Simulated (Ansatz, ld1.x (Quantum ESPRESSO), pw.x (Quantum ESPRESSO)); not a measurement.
# B (Z = 5): does the RRKJ potential hold in the solid?

boron, norm-conserving RRKJ (Kleinman–Bylander form), made with ld1.x (Quantum ESPRESSO) 7.5 (PBE, scalar-relativistic). Core [He], reference 2s2 2p1. Waves: 2p (bound): rc 3.30 bohr; 3d channel at 0.2 Ry: rc 2.65 bohr; 2s (bound): rc 1.10 bohr. Local part: the s channel. Core correction: a·sin(br)/r model core inside 1.15 bohr.

Crystal test: bcc B in pw.x 7.5, no spin, 18³ k-points, Fermi–Dirac smearing 0.01 Ry, cutoffs 85/340 Ry. The reference is all-electron LAPW (Ansatz 0.2.0) with the same functional, mesh and smearing; V0 and B0 come from Birch–Murnaghan fits to the pressures at five volumes. Errors are pseudo minus all-electron; Δ is the rms difference of the E(V) curves that follow from these fits, minima aligned, over ±6 % about the mean V0. Mesh and smearing are coarse, so the numbers serve the comparison and aren't converged zero-temperature values; the lattice is a test structure that the element need not adopt.

```json
{"V (Å³/atom)": "5.869", "P all-electron (GPa)": "11.78", "P pseudo (GPa)": "-54.51"}
{"V (Å³/atom)": "6.024", "P all-electron (GPa)": "4.93", "P pseudo (GPa)": "-54.23"}
{"V (Å³/atom)": "6.178", "P all-electron (GPa)": "-1.02", "P pseudo (GPa)": "-53.91"}
{"V (Å³/atom)": "6.332", "P all-electron (GPa)": "-6.17", "P pseudo (GPa)": "-53.53"}
{"V (Å³/atom)": "6.487", "P all-electron (GPa)": "-10.61", "P pseudo (GPa)": "-53.06"}
```

All-electron: a0 = 2.308 Å (V0 = 6.15 Å³/atom), B0 = 225.7 GPa.

Pseudopotential: mean pressure error (GPa): -53.63. The pressure does not cross zero within the volumes sampled, so no fit is given. The largest radius (3.30 bohr) exceeds half the bond length (1.89 bohr), so the spheres overlap, which is one possible source of error among others. This is a poor potential for the solid. The pseudo pressure rises with volume over the whole range, a mechanical instability. Atomic configuration tests: 1 of 7 tests not solved or not reliable.

**Question.** At the middle volume, how do free energy and pressure move when the wave cutoff is lowered (ecutrho kept at four times it)?

**Answer.**

```
cutoff (Ry)  shift of F (meV/atom)  shift of P (GPa)
         38                  +42.0             -1.10
         51                  +18.0             -1.58
         68                   +1.5             -0.39
```

Input at the middle volume:

```
&control
  calculation='scf', prefix='x', pseudo_dir='./', outdir='./tmp', tstress=.true., disk_io='low'
/
&system
  ibrav=0, nat=1, ntyp=1, ecutwfc=85, ecutrho=340, nbnd=8,
  occupations='smearing', smearing='fd', degauss=0.01
/
&electrons
  conv_thr=1e-09, mixing_beta=0.4, electron_maxstep=70
/
ATOMIC_SPECIES
B 1.0 B.UPF
CELL_PARAMETERS angstrom
  -1.15592406 1.15592406 1.15592406
  1.15592406 -1.15592406 1.15592406
  1.15592406 1.15592406 -1.15592406
ATOMIC_POSITIONS crystal
B 0.0000 0.0000 0.0000
K_POINTS automatic
18 18 18 0 0 0
```

```bash
pw.x < B.scf.in > B.scf.out
```

Lines of the output:

```
Message from routine setup:
     using ibrav=0 with symmetry is DISCOURAGED, use correct ibrav instead
     lattice parameter (alat)  =       3.7835  a.u.
     unit-cell volume          =      41.6912 (a.u.)^3
     number of electrons       =         3.00
     number of Kohn-Sham states=            8
     kinetic-energy cutoff     =      85.0000  Ry
     charge density cutoff     =     340.0000  Ry
     scf convergence threshold =      1.0E-09
     Exchange-correlation= PBE
     number of k points=   195  Fermi-Dirac smearing, width (Ry)=  0.0100
     iteration #  1     ecut=    85.00 Ry     beta= 0.40
     total energy              =      -5.55636295 Ry
     estimated scf accuracy    <       0.00431669 Ry
     iteration #  2     ecut=    85.00 Ry     beta= 0.40
     total energy              =      -5.55620215 Ry
     estimated scf accuracy    <       0.00146322 Ry
     iteration #  3     ecut=    85.00 Ry     beta= 0.40
     total energy              =      -5.55622917 Ry
     estimated scf accuracy    <       0.00000173 Ry
     iteration #  4     ecut=    85.00 Ry     beta= 0.40
     total energy              =      -5.55622923 Ry
     estimated scf accuracy    <       0.00000005 Ry
     iteration #  5     ecut=    85.00 Ry     beta= 0.40
     the Fermi energy is    13.4344 ev
!    total energy              =      -5.55622923 Ry
     estimated scf accuracy    <          3.5E-11 Ry
     smearing contrib. (-TS)   =      -0.00103168 Ry
     The total energy is F=E-TS. E is the sum of the following terms:
     one-electron contribution =       4.14497379 Ry
     hartree contribution      =       0.00670019 Ry
     xc contribution           =      -2.20975504 Ry
     ewald contribution        =      -7.49711649 Ry
     convergence has been achieved in   5 iterations
          total   stress  (Ry/bohr**3)                   (kbar)     P=     -539.12
```

The run at the middle volume (195 k-points, 5 iterations) took about 6.8 s on one core of a shared host (Neoverse-V2, 96 threads, 742 GiB, load 53).
